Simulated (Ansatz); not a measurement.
# Ge: band gap under strain

Aim: follow the gap of Ge built on the lonsdaleite prototype through these states: +1.0 % biaxial strain in x and y, free along z; -2.0 % equal strain in all directions. The table at the end shows which levels were run.

The runs shown are made with Ansatz 0.2.0. PAW datasets, plane waves. (Simulation; spin polarisation is off.)

## (1) The system as given

The unstrained cell was relaxed with r2SCAN; in each strained cell the atoms were relaxed again with r2SCAN. Names of k-points are those of the unstrained zone, where strain can split equivalent points. First state: +1.0 % biaxial strain in x and y, free along z.

The symmetry is P6_3/mmc (No. 194, hexagonal); conventional cell a = 4.038 Å, c = 6.571 Å, 23.19 Å³ an atom. Near Ge stand 4 Ge at 2.47 Å.

Coordinates:

```
Ge
1.0
     4.03759    0.00000    0.00000
    -2.01880    3.49666    0.00000
     0.00000    0.00000    6.57101
Ge
4
Direct
  0.33333 0.66667 0.99956
  0.66667 0.33333 0.49956
  0.33333 0.66667 0.37544
  0.66667 0.33333 0.87544
```

From earlier runs on the unstrained cell: PBE -0.11 eV, r2SCAN 0.08 eV, HSE06 0.38 eV; a = 3.998 Å, c = 6.593 Å.

## (2) +1.0 % biaxial strain in x and y, free along z: PBE

input.yaml reads:

```yaml
crystal:
  lattice:
    - [4.0375913594, 0.0, 0.0]
    - [-2.0187956797, 3.4966566874, 0.0]
    - [0.0, 0.0, 6.5710148446]
  atoms:
    - { symbol: Ge, position: [0.3333333333, 0.6666666667, -0.0004448524] }
    - { symbol: Ge, position: [0.6666666667, 0.3333333333, 0.4995551476] }
    - { symbol: Ge, position: [0.3333333333, 0.6666666667, 0.3754448524] }
    - { symbol: Ge, position: [0.6666666667, 0.3333333333, 0.8754448524] }
kpoints:
  mp_grid: { grid: [12, 12, 4] }
  band_path:
    path:
      - [0.0, 0.0, 0.0]
      - [0.5, 0.0, 0.0]
      - [0.3333333333, 0.3333333333, 0.0]
      - [0.0, 0.0, 0.5]
      - [0.5, 0.0, 0.5]
      - [0.3333333333, 0.3333333333, 0.5]
      - [0.0, 0.0, 0.05]
      - [0.0, 0.0, 0.15]
    npoints: 1
hamiltonian:
  xc: pbe
scf:
  occupations: { method: fermi_dirac, width: 0.02 }
  n_extra_bands: 5
output:
  forces: true
  stress: true
  eigenvalues: true
```

What it wrote:

```text
Warning: RAYON_NUM_THREADS=2 ignored (pool sized by the plan → 2); use --threads N
scf.n_extra_bands = 5 over 28 filled bands (N_el = 56.0): the run solves 33 bands
Engine: ansatz 0.2.0, aarch64-unknown-linux-gnu
Pseudopotentials: kind: paw
Pseudopotential: Ge, paw, valence charge 14, recommended cutoff 420 eV (normal), Ge.paw.azcp
Functional definition: PBE
  parameter kappa = 0.804
  parameter beta = 0.06672455060314922
  exchange = pbe_x(kappa = kappa, mu = beta*pi^2/3)
  correlation = pbe_c(beta = beta)
Crystal: 4 atoms, lattice volume = 92.770 Å³
Basis set: ecut = 420 eV, 1809 PW (Γ), exchange–correlation on 54×54×90 points (8 copies of the dense FFT grid, shifted against one another)
Bands: 33, of which v1, the nominal top of the filled ones, is band 28 counted from 1 (27 counted from 0)
Symmetry: 24 space group operations
Space group: P63/mmc (ITA 194), of the structure as read, at distance tolerance 4.5e-5 Å
k-points: 57 of 576
Non-local potential: Ge, projectors of the file, l = 0: 2, l = 1: 2, l = 2: 3, l = 3: 1
PAW form: soft (Blöchl's): semilocal exchange-correlation on the pseudo side does not see the compensation charge
PAW one-centre angular grid: Ge, 590 points (default); XC on 64 Gauss nodes
Initial density: superposition of atomic densities (neutral atoms: chi_scale 0, normalization atom), corrected by the library's trained network
Initial wavefunctions: pseudopotential atomic-orbital guess
Functional: x = pbe(κ = 0.804, μ = 0.2195149727645171), c = pbe(β = 0.06672455060314922)
SCF iter   1: F=—  HF=-17179.847861 eV  |F-HF|=—  |Δ(HF+E_count)|=         —  Δρ=1.27e-3  dr2=1.77e-3  ethr=1.77e-3  ⟨swp⟩=6.5  Hψ=6957  notcnv=0
preconditioner: auto → Resta (q_TF=auto, 2.508 Å⁻¹)  ε∞=2.7  [insulator: Δε(μ)=0.156 eV  Ē_g=22.117 eV  σ=0.020 eV  W_gap=0.77  n_scr=22 (ndim 8)  ℏωp=28.9 eV  f_vac=0.077  D(μ)=0.27/eV (n_scr^D=0)  ε∞_Penn≈2.7]
SCF iter   2: F=—  HF=-17179.846425 eV  |F-HF|=—  |Δ(HF+E_count)|=   1.44e-3  Δρ=9.00e-4  dr2=6.28e-4  ethr=3.16e-6  ⟨swp⟩=2.0  Hψ=3936  notcnv=0  defer=6
SCF iter   3: F=—  HF=-17179.846294 eV  |F-HF|=—  |Δ(HF+E_count)|=   1.31e-4  Δρ=3.84e-4  dr2=1.60e-4  ethr=1.12e-6  ⟨swp⟩=2.0  Hψ=3376  notcnv=0  defer=7
SCF iter   4: F=—  HF=-17179.846368 eV  |F-HF|=—  |Δ(HF+E_count)|=   7.43e-5  Δρ=1.51e-4  dr2=1.37e-5  ethr=2.86e-7  ⟨swp⟩=3.0  Hψ=3428  notcnv=0  defer=7
SCF iter   5: F=—  HF=-17179.846236 eV  |F-HF|=—  |Δ(HF+E_count)|=   1.32e-4  Δρ=1.99e-5  dr2=4.99e-7  ethr=2.44e-8  ⟨swp⟩=2.0  Hψ=3428  notcnv=0  defer=8
SCF iter   6: F=-17179.846237 eV  HF=-17179.846237 eV  |F-HF|=3.58e-8  |Δ(HF+E_count)|=   7.85e-7  Δρ=4.01e-6  dr2=1.55e-8  ethr=1.79e-10  ⟨swp⟩=7.3  Hψ=7672  notcnv=0
SCF 1 converged in 6 iterations: F = -17179.846237 eV  dr2 = 1.55e-8
NSCF: frozen V_eff on 8 k-points
SCF converged after 6 iterations
Free energy (F): -17179.846237 eV
Harris-Foulkes:  -17179.846237 eV  (|F-HF|=3.58e-8)
Internal energy: -17179.845904 eV  (E = F + TS)
E sigma→0 (E₀):  -17179.846070 eV
Entropy (-TS):   -0.000333 eV (-0.083 meV/atom)
Fermi energy:    8.266803 eV
--- Per-component energies (eV) ---
  E_band       = -612.295359
  E_kinetic    = 445.107192
  E_local      = -9967.023964  (includes V_loc(G=0)·N_el)
  E_nonlocal   = 1673.783806
  E_hartree    = 4372.604733
  E_xc         = -301.919393
  E_vxc        = -257.955345  (∫ρ·V_xc dr)
  E_paw        = -8079.312826  (= ΣΔE_a)
  E_vpaw       = -1251.424494  (= ΣTr[D̂ρ^β])
  E_aug_tail   = 0.001211  (compensation charges beyond the density's cutoff)
  E_ewald      = -5323.086663
  E_smearing   = -0.000333  (= −TS)
  E_closure    = 0.000000  (closes the sum)
  Σ components = -17179.846237   (vs F -17179.846237, Δ=0.00e0)
--- Forces (eV/Å), atoms counted from 1 ---
  atom   1  Ge     0.00000000    -0.00000000    -0.00387857
  atom   2  Ge     0.00000000     0.00000000    -0.00387857
  atom   3  Ge     0.00000000    -0.00000000     0.00387857
  atom   4  Ge     0.00000000     0.00000000     0.00387857
  max |Σ_I F_I| component: 6.01e-17 eV/Å
--- Stress (GPa, compression-positive) ---
        1.275046       0.000000       0.000000
       -0.000000       1.275046       0.000000
        0.000000       0.000000       3.029918
  P = ⅓ Tr σ = 1.8600 GPa (18.600 kbar)
--- Band table (eV; the first three rows and the last of 57) ---
  k-point 0: bands = ["-16.5421", "-16.5421", "-16.5152", "-16.5050", "-16.5050", "-16.4960", "-16.4845", "-16.4845", "-16.4321", "-16.4321", "-16.3190", "-16.3190", "-16.3011", "-16.2876", "-16.2876", "-16.2785", "-16.2671", "-16.2671", "-16.2406", "-16.2406", "-4.3458", "-2.2719", "0.7856", "6.7788", "6.7788", "8.0317", "8.1907", "8.2205", "8.3997", "8.3997", "10.5116", "10.5116", "11.1411"]
  k-point 1: bands = ["-16.5381", "-16.5381", "-16.5137", "-16.5137", "-16.5119", "-16.4982", "-16.4747", "-16.4747", "-16.4399", "-16.4399", "-16.3133", "-16.3133", "-16.2984", "-16.2915", "-16.2915", "-16.2824", "-16.2628", "-16.2628", "-16.2441", "-16.2441", "-4.1567", "-2.8052", "1.6940", "5.8694", "6.9450", "6.9450", "8.0345", "8.0345", "8.2400", "9.4792", "10.8805", "10.8805", "11.6185"]
  k-point 2: bands = ["-16.5274", "-16.5274", "-16.5274", "-16.5274", "-16.5045", "-16.5045", "-16.4570", "-16.4570", "-16.4570", "-16.4570", "-16.3015", "-16.3015", "-16.3015", "-16.3015", "-16.2910", "-16.2910", "-16.2531", "-16.2531", "-16.2531", "-16.2531", "-3.6081", "-3.6081", "3.5943", "3.5943", "7.4099", "7.4099", "7.4099", "7.4099", "8.8344", "8.8344", "11.6196", "11.6196", "11.6196"]
  k-point 56: bands = ["-16.5600", "-16.5600", "-16.5406", "-16.5406", "-16.4743", "-16.4743", "-16.4155", "-16.4155", "-16.3926", "-16.3926", "-16.3749", "-16.3749", "-16.3382", "-16.3382", "-16.3101", "-16.3101", "-16.2372", "-16.2372", "-16.2183", "-16.2183", "-1.3263", "-1.3263", "0.2095", "0.2095", "4.1217", "4.1217", "6.3837", "6.3837", "9.6200", "9.6200", "12.5482", "12.5482", "13.9052"]
```

Wall time 5.5 s (2 threads of an Arm CPU, shared host); peak memory 0.41 GiB.

With PBE the last filled band overlaps the next by 0.14 eV, so there is no gap.

Band energies at the special points (eV, zero at the top of v, the last band that the electrons fill by count):

```csv
point,v−1,v,c,c+1
Γ,-0.19,-0.16,0.02,0.02
M,-2.81,-1.49,0.41,1.57
K,-3.47,-3.16,1.50,4.58
A,-0.97,-0.97,0.45,0.45
L,-2.47,-2.47,0.48,0.48
H,-2.00,-2.00,1.24,1.24
```

## (3) +1.0 % biaxial strain in x and y, free along z: r2SCAN

Edit input.yaml of step 2 so:

```diff
@@ -24,3 +24,3 @@
 hamiltonian:
-  xc: pbe
+  xc: r2scan
 scf:
```

What it wrote, cut to the lines that bear on the results:

```text
Warning: RAYON_NUM_THREADS=2 ignored (pool sized by the plan → 2); use --threads N
scf.n_extra_bands = 5 over 28 filled bands (N_el = 56.0): the run solves 33 bands
[...]
[... 1 set-up line as earlier in the session ...]
Pseudopotential: Ge, paw, valence charge 14, recommended cutoff 500 eV (meta_gga), Ge.paw.azcp
Functional definition: r2SCAN
[...]
Crystal: 4 atoms, lattice volume = 92.770 Å³
Basis set: ecut = 500 eV, 2345 PW (Γ), exchange–correlation on 120×120×192 points (64 copies of the dense FFT grid, shifted against one another)
Bands: 33, of which v1, the nominal top of the filled ones, is band 28 counted from 1 (27 counted from 0)
[... 2 set-up lines as earlier in the session ...]
k-points: 57 of 576
[...]
SCF iter   1: F=—  HF=-17211.529062 eV  |F-HF|=—  |Δ(HF+E_count)|=         —  Δρ=6.31e-3  dr2=1.20e-2  dr2_τ=8.31e-3  ethr=1.77e-3  ⟨swp⟩=6.7  Hψ=7074  notcnv=0
[...]
SCF iter   7: F=-17211.546407 eV  HF=-17211.546407 eV  |F-HF|=2.26e-10  |Δ(HF+E_count)|=   6.14e-8  Δρ=3.34e-6  dr2=1.32e-8  dr2_τ=8.70e-11  ethr=1.79e-10  ⟨swp⟩=8.5  Hψ=6655  notcnv=0
[...]
NSCF: frozen V_eff on 8 k-points
SCF converged after 7 iterations
Free energy (F): -17211.546407 eV
[...]
E sigma→0 (E₀):  -17211.546355 eV
Entropy (-TS):   -0.000104 eV (-0.026 meV/atom)
Fermi energy:    8.206093 eV
[...]
--- Forces (eV/Å), atoms counted from 1 ---
  atom   1  Ge     0.00000000    -0.00000000     0.00580403
  atom   2  Ge     0.00000000     0.00000000     0.00580403
  atom   3  Ge    -0.00000000    -0.00000000    -0.00580403
  atom   4  Ge     0.00000000     0.00000000    -0.00580403
[...]
--- Stress (GPa, compression-positive) ---
       -1.774160       0.000000       0.000000
        0.000000      -1.774160       0.000000
        0.000000       0.000000       0.325180
  P = ⅓ Tr σ = -1.0744 GPa (-10.744 kbar)
--- Band table (eV; the first three rows and the last of 57) ---
[...]
```

Run time: 14 s. Hardware: 2 threads of an Arm CPU, shared host; peak memory 0.62 GiB.

r2SCAN: no gap; the band counted as the lowest empty one dips 0.02 eV below the top of the last filled one.

Stress along x, y, z: -1.77, -1.77, 0.33 GPa (compression positive).

## (4) +1.0 % biaxial strain in x and y, free along z: HSE06

Edit input.yaml of step 3 so:

```diff
@@ -11,3 +11,3 @@
 kpoints:
-  mp_grid: { grid: [12, 12, 4] }
+  mp_grid: { grid: [6, 6, 4] }
   band_path:
@@ -24,3 +24,3 @@
 hamiltonian:
-  xc: r2scan
+  xc: hse06
 scf:
```

What it wrote, cut to the lines that bear on the results:

```text
Warning: output.stress: scf.convergence.dr2_threshold = 1e-7 eV (the SCF's general default) is looser than the 4e-10 eV advised for a printed stress (1e-10 eV for each atom of the cell: 4). What an SCF threshold leaves in a stress goes as its square root, and in the free energy as the [...]
Warning: output.stress: scf.exx.energy_threshold = 1e-6 eV is looser than the 4e-8 eV advised for a stress under a hybrid functional (1e-8 eV for each atom of the cell: 4). Every SCF of the exchange loop can meet its threshold on dr2 while the loop round them stops early: no threshold on [...]
Warning: RAYON_NUM_THREADS=2 ignored (pool sized by the plan → 2); use --threads N
scf.n_extra_bands = 5 over 28 filled bands (N_el = 56.0): the run solves 33 bands
[...]
[... 2 set-up lines as earlier in the session ...]
Functional definition: HSE06
[...]
Crystal: 4 atoms, lattice volume = 92.770 Å³
Basis set: ecut = 420 eV, 1809 PW (Γ), exchange–correlation on 54×54×90 points (8 copies of the dense FFT grid, shifted against one another)
[...]
hybrid outer 2: dexx = +2.951e-6 eV, tail = 5.66e-8 eV, Δε = 5.95e-3 eV (about 1.68e-4 eV left of the loop's levels), ΔF = 9.15e-4 eV/Å (tail 3.23e-4)
NSCF: frozen V_eff on 8 k-points
hybrid SCF converged: 2 outer / 12 inner (+9 warm-up), last move |dexx| = 2.95e-6 eV, tail = 5.66e-8 eV
Stability not checked: this state was not tested for a lower state beside it, because the functional holds exact exchange (a hybrid, or Hartree-Fock), whose exchange loop this test does not read (fock_operator; see scf.lower_state_search)
Free energy (F): -17183.316452 eV
Frozen-core exchange: fock
[...]
E sigma→0 (E₀):  -17183.316433 eV
Entropy (-TS):   -0.000038 eV (-0.009 meV/atom)
Fermi energy:    8.207552 eV
[...]
--- Forces (eV/Å), atoms counted from 1 ---
  atom   1  Ge     0.00000000    -0.00000000    -0.00961935
  atom   2  Ge    -0.00000000     0.00000000    -0.00961935
  atom   3  Ge     0.00000000    -0.00000000     0.00961935
  atom   4  Ge    -0.00000000     0.00000000     0.00961935
[...]
--- Stress (GPa, compression-positive) ---
       -1.382392       0.000000       0.000000
        0.000000      -1.382392       0.000000
        0.000000       0.000000       0.485396
  P = ⅓ Tr σ = -0.7598 GPa (-7.598 kbar)
--- Band table (eV; the first three rows and the last of 21) ---
[...]
```

Run time: 3.6 min. Hardware: 2 threads of an Arm CPU, shared host; peak memory 1.9 GiB.

HSE06 gives a direct gap of 0.19 eV at Γ.

## (5) -2.0 % equal strain in all directions: PBE

It is hexagonal, P6_3/mmc (No. 194); a = 3.918 Å, c = 6.461 Å in the conventional setting, 21.47 Å³ an atom. Near Ge stand 4 Ge at 2.40–2.42 Å.

input.yaml reads:

```yaml
crystal:
  lattice:
    - [3.9176629032, 0.0, 0.0]
    - [-1.9588314516, 3.3927955976, 0.0]
    - [0.0, 0.0, 6.4609631263]
  atoms:
    - { symbol: Ge, position: [0.3333333333, 0.6666666667, 0.0005066657] }
    - { symbol: Ge, position: [0.6666666667, 0.3333333333, 0.5005066657] }
    - { symbol: Ge, position: [0.3333333333, 0.6666666667, 0.3744933343] }
    - { symbol: Ge, position: [0.6666666667, 0.3333333333, 0.8744933343] }
kpoints:
  mp_grid: { grid: [12, 12, 4] }
  band_path:
    path:
      - [0.0, 0.0, 0.0]
      - [0.5, 0.0, 0.0]
      - [0.3333333333, 0.3333333333, 0.0]
      - [0.0, 0.0, 0.5]
      - [0.5, 0.0, 0.5]
      - [0.3333333333, 0.3333333333, 0.5]
      - [0.0, 0.0, 0.05]
      - [0.0, 0.0, 0.15]
    npoints: 1
hamiltonian:
  xc: pbe
scf:
  occupations: { method: fermi_dirac, width: 0.02 }
  n_extra_bands: 5
output:
  forces: true
  stress: true
  eigenvalues: true
```

What it wrote, cut to the lines that bear on the results:

```text
Warning: RAYON_NUM_THREADS=2 ignored (pool sized by the plan → 2); use --threads N
scf.n_extra_bands = 5 over 28 filled bands (N_el = 56.0): the run solves 33 bands
[...]
[... 3 set-up lines as earlier in the session ...]
[...]
Crystal: 4 atoms, lattice volume = 85.878 Å³
Basis set: ecut = 420 eV, 1713 PW (Γ), exchange–correlation on 54×54×90 points (8 copies of the dense FFT grid, shifted against one another)
Bands: 33, of which v1, the nominal top of the filled ones, is band 28 counted from 1 (27 counted from 0)
[... 1 set-up line as earlier in the session ...]
Space group: P63/mmc (ITA 194), of the structure as read, at distance tolerance 4.4e-5 Å
k-points: 57 of 576
[...]
SCF iter   1: F=—  HF=-17179.650232 eV  |F-HF|=—  |Δ(HF+E_count)|=         —  Δρ=1.08e-3  dr2=1.08e-3  ethr=1.77e-3  ⟨swp⟩=6.4  Hψ=6998  notcnv=0
[...]
SCF iter   6: F=-17179.648428 eV  HF=-17179.648428 eV  |F-HF|=1.67e-8  |Δ(HF+E_count)|=   2.92e-7  Δρ=5.65e-6  dr2=1.61e-8  ethr=1.79e-10  ⟨swp⟩=5.1  Hψ=7905  notcnv=0
[...]
NSCF: frozen V_eff on 8 k-points
SCF converged after 6 iterations
Free energy (F): -17179.648428 eV
[...]
E sigma→0 (E₀):  -17179.648373 eV
Entropy (-TS):   -0.000110 eV (-0.027 meV/atom)
Fermi energy:    9.496977 eV
[...]
--- Forces (eV/Å), atoms counted from 1 ---
  atom   1  Ge     0.00000000     0.00000000     0.00392630
  atom   2  Ge    -0.00000000    -0.00000000     0.00392630
  atom   3  Ge    -0.00000000     0.00000000    -0.00392630
  atom   4  Ge    -0.00000000     0.00000000    -0.00392630
[...]
--- Stress (GPa, compression-positive) ---
        7.984632      -0.000000       0.000000
        0.000000       7.984632       0.000000
        0.000000       0.000000       8.186478
  P = ⅓ Tr σ = 8.0519 GPa (80.519 kbar)
--- Band table (eV; the first three rows and the last of 57) ---
[...]
```

It took 5.7 s on 2 threads of an Arm CPU, shared host; peak memory 0.4 GiB.

At the PBE level the bands overlap by 0.02 eV: a metal or semimetal.

Levels at the named points, in eV from the top of band v (v: the last filled band by count, c: the next):

```csv
point,v−1,v,c,c+1
Γ,-0.06,0.00,0.00,0.44
M,-3.19,-1.68,0.33,1.71
K,-3.87,-3.57,1.17,4.80
A,-1.06,-1.06,0.75,0.75
L,-2.72,-2.72,0.44,0.44
H,-2.30,-2.30,1.20,1.20
```

## (6) -2.0 % equal strain in all directions: r2SCAN

Edit input.yaml of step 5 so:

```diff
@@ -24,3 +24,3 @@
 hamiltonian:
-  xc: pbe
+  xc: r2scan
 scf:
```

What it wrote, cut to the lines that bear on the results:

```text
Warning: RAYON_NUM_THREADS=2 ignored (pool sized by the plan → 2); use --threads N
scf.n_extra_bands = 5 over 28 filled bands (N_el = 56.0): the run solves 33 bands
[...]
[... 3 set-up lines as earlier in the session ...]
[...]
Crystal: 4 atoms, lattice volume = 85.878 Å³
Basis set: ecut = 500 eV, 2177 PW (Γ), exchange–correlation on 120×120×192 points (64 copies of the dense FFT grid, shifted against one another)
Bands: 33, of which v1, the nominal top of the filled ones, is band 28 counted from 1 (27 counted from 0)
[... 2 set-up lines as earlier in the session ...]
k-points: 57 of 576
[...]
SCF iter   1: F=—  HF=-17211.452132 eV  |F-HF|=—  |Δ(HF+E_count)|=         —  Δρ=6.81e-3  dr2=1.49e-2  dr2_τ=1.14e-2  ethr=1.77e-3  ⟨swp⟩=6.7  Hψ=7220  notcnv=0
[...]
SCF iter   6: F=-17211.477600 eV  HF=-17211.477600 eV  |F-HF|=5.26e-9  |Δ(HF+E_count)|=   1.34e-7  Δρ=3.83e-6  dr2=1.43e-8  dr2_τ=1.84e-10  ethr=1.79e-10  ⟨swp⟩=8.3  Hψ=7762  notcnv=0
[...]
NSCF: frozen V_eff on 8 k-points
SCF converged after 6 iterations
Free energy (F): -17211.477600 eV
[...]
E sigma→0 (E₀):  -17211.477598 eV
Entropy (-TS):   -0.000003 eV (-0.001 meV/atom)
Fermi energy:    9.436710 eV
[...]
--- Forces (eV/Å), atoms counted from 1 ---
  atom   1  Ge     0.00000000     0.00000000     0.00095489
  atom   2  Ge    -0.00000000    -0.00000000     0.00095489
  atom   3  Ge    -0.00000000     0.00000000    -0.00095489
  atom   4  Ge    -0.00000000    -0.00000000    -0.00095489
[...]
--- Stress (GPa, compression-positive) ---
        4.879868      -0.000000       0.000000
        0.000000       4.879868       0.000000
        0.000000       0.000000       5.310634
  P = ⅓ Tr σ = 5.0235 GPa (50.235 kbar)
--- Band table (eV; the first three rows and the last of 57) ---
[...]
```

Wall time 13 s (2 threads of an Arm CPU, shared host); peak memory 0.61 GiB.

r2SCAN gives a direct gap of 0.24 eV at Γ.

Stress along x, y, z: 4.88, 4.88, 5.31 GPa (compression positive).

## (7) -2.0 % equal strain in all directions: HSE06

Edit input.yaml of step 6 so:

```diff
@@ -11,3 +11,3 @@
 kpoints:
-  mp_grid: { grid: [12, 12, 4] }
+  mp_grid: { grid: [6, 6, 4] }
   band_path:
@@ -24,3 +24,3 @@
 hamiltonian:
-  xc: r2scan
+  xc: hse06
 scf:
```

What it wrote, cut to the lines that bear on the results:

```text
Warning: output.stress: scf.convergence.dr2_threshold = 1e-7 eV (the SCF's general default) is looser than the 4e-10 eV advised for a printed stress (1e-10 eV for each atom of the cell: 4). What an SCF threshold leaves in a stress goes as its square root, and in the free energy as the [...]
Warning: output.stress: scf.exx.energy_threshold = 1e-6 eV is looser than the 4e-8 eV advised for a stress under a hybrid functional (1e-8 eV for each atom of the cell: 4). Every SCF of the exchange loop can meet its threshold on dr2 while the loop round them stops early: no threshold on [...]
Warning: RAYON_NUM_THREADS=2 ignored (pool sized by the plan → 2); use --threads N
scf.n_extra_bands = 5 over 28 filled bands (N_el = 56.0): the run solves 33 bands
[...]
[... 3 set-up lines as earlier in the session ...]
[...]
Crystal: 4 atoms, lattice volume = 85.878 Å³
Basis set: ecut = 420 eV, 1713 PW (Γ), exchange–correlation on 54×54×90 points (8 copies of the dense FFT grid, shifted against one another)
[...]
hybrid outer 2: dexx = +2.045e-6 eV, tail = 4.71e-8 eV, Δε = 5.65e-3 eV (about 1.72e-4 eV left of the loop's levels), ΔF = 4.86e-4 eV/Å (tail 1.81e-4)
NSCF: frozen V_eff on 8 k-points
hybrid SCF converged: 2 outer / 12 inner (+7 warm-up), last move |dexx| = 2.05e-6 eV, tail = 4.71e-8 eV
Stability not checked: this state was not tested for a lower state beside it, because the functional holds exact exchange (a hybrid, or Hartree-Fock), whose exchange loop this test does not read (fock_operator; see scf.lower_state_search)
Free energy (F): -17183.226162 eV
Frozen-core exchange: fock
[...]
E sigma→0 (E₀):  -17183.226162 eV
Entropy (-TS):   -0.000000 eV (-0.000 meV/atom)
Fermi energy:    9.479152 eV
[...]
--- Forces (eV/Å), atoms counted from 1 ---
  atom   1  Ge     0.00000000     0.00000000    -0.01135503
  atom   2  Ge    -0.00000000    -0.00000000    -0.01135503
  atom   3  Ge    -0.00000000     0.00000000     0.01135503
  atom   4  Ge     0.00000000    -0.00000000     0.01135503
[...]
--- Stress (GPa, compression-positive) ---
        5.598413       0.000000       0.000000
        0.000000       5.598413       0.000000
        0.000000       0.000000       5.645666
  P = ⅓ Tr σ = 5.6142 GPa (56.142 kbar)
--- Band table (eV; the first three rows and the last of 21) ---
[...]
```

It took 3.7 min on 2 threads of an Arm CPU, shared host; peak memory 1.8 GiB.

The HSE06 gap is 0.56 eV, direct at Γ.

## (8) What strain did

Least gap in eV (negative: overlap), with the change from the unstrained cell in brackets:

```
                                         state  volume change (%)            PBE         r2SCAN         HSE06
+1.0 % biaxial strain in x and y, free along z               +1.7  -0.14 (-0.03)  -0.02 (-0.10)  0.19 (-0.19)
         -2.0 % equal strain in all directions               -5.9  -0.02 (+0.09)   0.24 (+0.16)  0.56 (+0.18)
```

The largest move of the HSE06 gap in the table is -0.188 eV, under +1.0 % biaxial strain in x and y, free along z. PBE and HSE06 differ by 0.49 eV on the unstrained gap, and by at most 0.16 eV on its change. Under +1.0 % biaxial strain in x and y, free along z and under -2.0 % equal strain in all directions PBE gives no gap, or under 0.02 eV, while HSE06 has one.
